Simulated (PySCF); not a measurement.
## Electronic absorption of pyridine

Compound: pyridine, C₅H₅N.
Atom-mapped SMILES: `[cH:1]1[cH:2][cH:3][n:4][cH:5][cH:6]1` (hydrogens: H7 on C1; H8 on C2; H9 on C3; H10 on C5; H11 on C6)

The calculation used TDDFT wB97X-D/def2-SVPD, vertical, gas phase, core orbitals frozen in the response in PySCF. Isolated species at its GFN2-xTB geometry, gas phase.

Task: What does the calculation give for the low-lying excited states?

Result: 

```csv
state,λ (nm),E (eV),f,symmetry,"main configurations (H = HOMO, L = LUMO)"
S1,246.3,5.03,0.0044,B1 or B2,H→L (98%)
S2,232.1,5.34,0.0000,–,H→L+1 (99%)
S3,217.5,5.70,0.042,B1 or B2,"H-1→L (74%), H-2→L+1 (25%)"
S4,189.5,6.54,0.024,A1,"H-1→L+1 (67%), H-2→L (32%)"
S5,163.7,7.58,0.511,B1 or B2,"H-2→L+1 (73%), H-1→L (23%)"
S6,163.4,7.59,0.528,A1,"H-2→L (64%), H-1→L+1 (30%)"
S7,159.0,7.80,0.0006,–,H-1→L+2 (91%)
S8,158.9,7.80,0.026,A1,"H→L+2 (71%), H→L+4 (19%)"
```

Triplets (Tamm–Dancoff): T1 4.37 eV, H→L (95%); T2 4.45 eV, H-1→L+1 (70%), H-2→L (26%); T3 4.77 eV, H-1→L (97%).

The lowest singlet comes at 246 nm (486 kJ/mol) in the ultraviolet; it is very weak; its leading configuration is HOMO→LUMO (98%). The strongest level in the table is S6 at 7.59 eV (163 nm, f = 0.528). S5/S6 and S7/S8 lie within about 0.01 eV of each other in each set. Löwdin shares by element: HOMO nitrogen 59%, carbon 26% or more; LUMO carbon 48% or more, nitrogen 22% (atoms not listed hold the other 29%). The listed states span 2.77 eV, and the widest gap between neighbours is 1.03 eV (S4 to S5). Orbital energies (eV): HOMO-3 -12.34, HOMO-2 -10.25, HOMO-1 -9.49, HOMO -9.31, LUMO 0.93, LUMO+1 1.27, LUMO+2 2.54. The oscillator strengths of these states sum to 1.137; summed over the whole spectrum of an exact calculation they would give the number of electrons, 42 (Thomas–Reiche–Kuhn). No computed singlet lies in the visible range (380 to 750 nm); the lowest, at 246 nm, stands 1.77 eV above its violet end (3.26 eV). Symmetry labels in C2v follow from the direction of the transition dipole and are given only for states with f of 0.002 or more; B1 and B2 swap with the choice of axes. Singlets were solved by full linear response, triplets in the Tamm–Dancoff approximation.
